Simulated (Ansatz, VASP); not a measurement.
One calculation of SrO, two programs

```
CELL_PARAMETERS angstrom
4.18971 0.00000 0.00000
-2.09485 3.62839 0.00000
0.00000 0.00000 5.04979
ATOMIC_POSITIONS crystal
Sr 0.33333 0.66667 0.75000
Sr 0.66667 0.33333 0.25000
O 0.33333 0.66667 0.25000
O 0.66667 0.33333 0.75000
```

Alike in both runs: functional LDA; k mesh 9 × 9 × 6; occupations gaussian, width 0.02 eV; no spin polarisation.

Ansatz relaxed the structure, and its values are those at the end. VASP's run is a single point on that final structure, the one shown.

|  | VASP | Ansatz |
| --- | --- | --- |
| version | VASP 6.6.1 | Ansatz 0.2.0 |
| potentials or method | VASP PAW LDA potentials, release 64 (Sr_sv, O) | scalar-relativistic, plane waves, PAW |
| plane-wave cutoff (eV) | 520 | 420 |
| valence electrons in the cell | 32 | 32 |

Ansatz gave:

```
gap on the k mesh at the Fermi level (eV) : 2.64
least direct gap on the mesh (eV)         : 2.64
pressure (GPa)                            : 0.0
```

Question: Which values does VASP return?

Answer: gap on the k mesh at the Fermi level (eV): 2.62; least direct gap on the mesh (eV): 2.62; pressure (GPa): 0.7.

Ansatz warned: «pseudo_functional_mismatch».

Caveats: an odd mesh through Γ misses points on the zone boundary, where band edges often lie. A hybrid or GW would open this gap; LDA tends to underestimate it.
